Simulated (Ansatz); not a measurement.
# Be: the cost of one run

Computed with Ansatz 0.2.0 (DFT PBE, scalar-relativistic, unless a step's input says otherwise).

## (1) The structure to begin with

It takes space group P4_2/mnm (No. 136, tetragonal). Conventional cell: a = 3.747 Å, b = 3.747 Å, c = 2.281 Å, α = 90.00°, β = 90.00°, γ = 90.00°. Be (site symmetry m2m) has 11 Be at 2.15 to 2.28 Å as nearest neighbours.

Structure file:

```
CELL_PARAMETERS angstrom
3.74681 0.00000 0.00000
0.00000 3.74681 0.00000
0.00000 0.00000 2.28128
ATOMIC_POSITIONS crystal
Be 0.29741 0.29741 0.00000
Be 0.70259 0.70259 0.00000
Be 0.20259 0.79741 0.50000
Be 0.79741 0.20259 0.50000
```

Atoms are numbered in the order of the input: Be1, Be2, Be3, Be4.

## (2) After the deformation

Space group P4_2/mnm before, P4_2/mnm after.

## (3) All-electron LAPW

The input, input.yaml:

```yaml
crystal:
  lattice:
    - [3.78428214, 0.0, 0.0]
    - [0.0, 3.78428214, 0.0]
    - [0.0, 0.0, 2.28128]
  atoms:
    - { symbol: Be, position: [0.297408, 0.297408, 0.0] }
    - { symbol: Be, position: [0.702592, 0.702592, 0.0] }
    - { symbol: Be, position: [0.202592, 0.797408, 0.5] }
    - { symbol: Be, position: [0.797408, 0.202592, 0.5] }
kpoints:
  mp_grid: { grid: [9, 9, 14] }
  band_path:
    path:
      - [0.0, 0.0, 0.0]
      - [0.0, 0.5, 0.0]
      - [0.5, 0.5, 0.0]
      - [0.0, 0.0, 0.0]
      - [0.0, 0.0, 0.5]
      - [0.0, 0.5, 0.5]
      - [0.5, 0.5, 0.5]
      - [0.0, 0.0, 0.5]
      - [0.0, 0.5, 0.0]
    npoints: 5
scf:
  occupations: { method: fermi_dirac, width: 0.05 }
hamiltonian:
  xc: pbe
  pseudopotentials: { kind: all_electron, lapw: { basis_error: 0.001 } }
output:
  forces: true
  stress: true
  eigenvalues: true
```

On the command line:

```console
> ansatz run input.yaml --threads 1 --pin off --max-ram 6144MiB --backend cpu --events-out ev --progress --plain --runs-dir out
```

**Question.** How long does this run take on 1 thread of Intel Xeon 6975P-C (Granite Rapids), shared host, and how much memory does it need?

About 4.2 s, with a peak of 0.3 GiB.
